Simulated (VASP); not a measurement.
Write the native input for VASP 6.6.1 that does the following.

```
Task                   : single point
Functional             : PBE
Potentials or basis    : VASP PAW PBE potentials, release 64 (Ba_sv)
Cutoff                 : 520 eV
k mesh                 : 6 × 6 × 4
Occupations            : gaussian, width 0.1 eV
Spin                   : no spin polarisation
Dipole correction      : no
Further INCAR settings : ALGO = Fast; EDIFF = 1e-06; NBANDS = 11
```

The structure of Ba lies in POSCAR:

```
Ba
1.0
    4.3116136979      0.0000000000      0.0000000000
   -2.1558068490      3.7339669937      0.0000000000
    0.0000000000      0.0000000000      3.9134133000
Ba
1
Direct
    0.0000000000      0.0000000000      0.0000000000
```

This isn't the form of Ba at room conditions, which is bcc.

The input as run:

INCAR

```
PREC = Accurate ; ENCUT = 520
EDIFF = 1E-6 ; ISMEAR = 0
SIGMA = 0.1 ; LREAL = False
LASPH = True ; NELM = 80
ALGO = Fast ; ISIF = 2
LWAVE = False ; LCHARG = False
GGA = PE ; NBANDS = 11
```

KPOINTS

```
regular mesh
0
Gamma
  6 6 4
```

Potentials or basis: VASP PAW PBE potentials, release 64 (Ba_sv).

Launch:

```bash
$ cat potpaw_PBE.64/Ba_sv/POTCAR > POTCAR
$ mpirun -np 1 vasp_std > vasp.out
```

Results of the run:

The pressure is 0.1 GPa and the band gap on the k mesh is none (metal or under the smearing width).

Caveat: the k mesh is coarse (spacing up to 0.40 Å⁻¹), so the values aren't converged.

It took 8 s on 1 thread of Intel(R) Xeon(R) Platinum 8488C (Sapphire Rapids), on a shared host, peak memory 0.17 GiB.
